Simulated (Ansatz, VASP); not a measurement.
## One calculation of TaN, two programs

```xyz
2
Lattice="0.0000 2.1534 2.1534 2.1534 0.0000 2.1534 2.1534 2.1534 0.0000" Properties=species:S:1:pos:R:3 pbc="T T T"
Ta    2.1534    2.1534    2.1534
N     0.0000    0.0000    0.0000
```

Alike in both runs: task single point; functional r2SCAN; k mesh 16 × 16 × 16; occupations gaussian, width 0.1 eV; no spin polarisation.

```csv
,VASP,Ansatz
version,VASP 6.6.1,Ansatz 0.2.0
potentials or method,"VASP PAW PBE potentials, release 64 (Ta_pv, N)","scalar-relativistic, plane waves, PAW"
plane-wave cutoff (eV),520,500
valence electrons in the cell,16,18
```

```csv
,VASP,Ansatz,Ansatz less VASP
gap on the k mesh at the Fermi level (eV),none,none,-
pressure (GPa),27.3,24.9,-2.44
```

A gap of «none» marks a metal or a gap that the smearing closes. The two sets of potentials don't hold the same shells in valence.

Caveats: so large a pressure means that the cell lies far from this level's equilibrium, or that cutoff or potentials fall short (VASP); the potentials were made for another functional, which shifts forces and pressure (VASP). The runs have no spin-orbit coupling, so splittings on Ta are missing.
